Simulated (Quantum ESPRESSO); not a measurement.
Input of a Quantum ESPRESSO 7.5 run:

Contents of pw.in:

```
&CONTROL
  calculation = 'scf'
  prefix = 'pwscf'
  outdir = './tmp'
  pseudo_dir = './pseudo'
  tprnfor = .true.
  tstress = .true.
  disk_io = 'low'
/
&SYSTEM
  ibrav = 0
  A = 3.43193835
  nat = 1
  ntyp = 1
  ecutwfc = 66
  nbnd = 13
  input_dft = 'pz'
  occupations = 'smearing'
  smearing = 'fd'
  degauss = 0.00367493
/
&ELECTRONS
  conv_thr = 2d-10
  electron_maxstep = 120
  mixing_beta = 0.5
/
ATOMIC_SPECIES
Bi   208.9804 Bi_ONCV_PBE-1.2.upf
CELL_PARAMETERS alat
  -0.5773502697    0.5773502697    0.5773502697
   0.5773502697   -0.5773502697    0.5773502697
   0.5773502697    0.5773502697   -0.5773502697
ATOMIC_POSITIONS alat
Bi     0.0000000000    0.0000000000    0.0000000000
K_POINTS automatic
9 9 9 0 0 0
```

The input bands.in:

```
&CONTROL
  calculation = 'bands'
  prefix = 'pwscf'
  outdir = './tmp'
  pseudo_dir = './pseudo'
  disk_io = 'low'
  verbosity = 'high'
/
&SYSTEM
  ibrav = 0
  A = 3.43193835
  nat = 1
  ntyp = 1
  ecutwfc = 66
  nbnd = 13
  input_dft = 'pz'
  occupations = 'smearing'
  smearing = 'fd'
  degauss = 0.00367493
/
&ELECTRONS
  conv_thr = 1d-08
  electron_maxstep = 120
  mixing_beta = 0.5
  diago_full_acc = .true.
  startingwfc = 'random'
/
ATOMIC_SPECIES
Bi   208.9804 Bi_ONCV_PBE-1.2.upf
CELL_PARAMETERS alat
  -0.5773502697    0.5773502697    0.5773502697
   0.5773502697   -0.5773502697    0.5773502697
   0.5773502697    0.5773502697   -0.5773502697
ATOMIC_POSITIONS alat
Bi     0.0000000000    0.0000000000    0.0000000000
K_POINTS crystal
60
 0.0000000000  0.0000000000  0.0000000000 1
 0.0416666667 -0.0416666667  0.0416666667 1
 0.0833333333 -0.0833333333  0.0833333333 1
 0.1250000000 -0.1250000000  0.1250000000 1
 0.1666666667 -0.1666666667  0.1666666667 1
 0.2083333333 -0.2083333333  0.2083333333 1
 0.2500000000 -0.2500000000  0.2500000000 1
 0.2916666667 -0.2916666667  0.2916666667 1
 0.3333333333 -0.3333333333  0.3333333333 1
 0.3750000000 -0.3750000000  0.3750000000 1
 0.4166666667 -0.4166666667  0.4166666667 1
 0.4583333333 -0.4583333333  0.4583333333 1
 0.5000000000 -0.5000000000  0.5000000000 1
 0.4375000000 -0.4375000000  0.5000000000 1
 0.3750000000 -0.3750000000  0.5000000000 1
 0.3125000000 -0.3125000000  0.5000000000 1
 0.2500000000 -0.2500000000  0.5000000000 1
 0.1875000000 -0.1875000000  0.5000000000 1
 0.1250000000 -0.1250000000  0.5000000000 1
 0.0625000000 -0.0625000000  0.5000000000 1
 0.0000000000  0.0000000000  0.5000000000 1
 0.0000000000  0.0000000000  0.4444444444 1
 0.0000000000  0.0000000000  0.3888888889 1
 0.0000000000  0.0000000000  0.3333333333 1
 0.0000000000  0.0000000000  0.2777777778 1
 0.0000000000  0.0000000000  0.2222222222 1
 0.0000000000  0.0000000000  0.1666666667 1
 0.0000000000  0.0000000000  0.1111111111 1
 0.0000000000  0.0000000000  0.0555555556 1
 0.0000000000  0.0000000000  0.0000000000 1
 0.0227272727  0.0227272727  0.0227272727 1
 0.0454545455  0.0454545455  0.0454545455 1
 0.0681818182  0.0681818182  0.0681818182 1
 0.0909090909  0.0909090909  0.0909090909 1
 0.1136363636  0.1136363636  0.1136363636 1
 0.1363636364  0.1363636364  0.1363636364 1
 0.1590909091  0.1590909091  0.1590909091 1
 0.1818181818  0.1818181818  0.1818181818 1
 0.2045454545  0.2045454545  0.2045454545 1
 0.2272727273  0.2272727273  0.2272727273 1
 0.2500000000  0.2500000000  0.2500000000 1
 0.2708333333  0.1875000000  0.2708333333 1
 0.2916666667  0.1250000000  0.2916666667 1
 0.3125000000  0.0625000000  0.3125000000 1
 0.3333333333  0.0000000000  0.3333333333 1
 0.3541666667 -0.0625000000  0.3541666667 1
 0.3750000000 -0.1250000000  0.3750000000 1
 0.3958333333 -0.1875000000  0.3958333333 1
 0.4166666667 -0.2500000000  0.4166666667 1
 0.4375000000 -0.3125000000  0.4375000000 1
 0.4583333333 -0.3750000000  0.4583333333 1
 0.4791666667 -0.4375000000  0.4791666667 1
 0.5000000000 -0.5000000000  0.5000000000 1
 0.2500000000  0.2500000000  0.2500000000 1
 0.2083333333  0.2083333333  0.2916666667 1
 0.1666666667  0.1666666667  0.3333333333 1
 0.1250000000  0.1250000000  0.3750000000 1
 0.0833333333  0.0833333333  0.4166666667 1
 0.0416666667  0.0416666667  0.4583333333 1
 0.0000000000  0.0000000000  0.5000000000 1
```

Potentials or basis: SG15 PBE 1.2.

Command:

```sh
$ OMP_NUM_THREADS=1 pw.x -in pw.in > pw.out
$ OMP_NUM_THREADS=1 pw.x -in bands.in > bands.out
```

Problem. Predict the pressure.

Solution. -3.2 GPa.

Problem. Predict the band gap on the k mesh.

Solution. None (metal or under the smearing width).

Levels at the corners of the path, in eV from the Fermi level:
```csv
point,band 5,band 6,band 7,band 8,band 9,band 10
Γ,-22.49,-13.53,5.04,5.04,5.04,9.28
H,-22.43,-8.36,-1.84,-1.84,-1.84,3.59
N,-22.41,-10.47,-5.09,1.51,3.40,6.04
Γ,-22.49,-13.53,5.04,5.04,5.04,9.28
P,-22.50,-9.94,-2.35,-2.35,-2.35,14.98
H,-22.43,-8.36,-1.84,-1.84,-1.84,3.59
P,-22.50,-9.94,-2.35,-2.35,-2.35,14.98
N,-22.41,-10.47,-5.09,1.51,3.40,6.04
```

Caveat: the potentials were made for another functional, which shifts forces and pressure; spin-orbit coupling is left out, which moves the levels of the heavy elements.
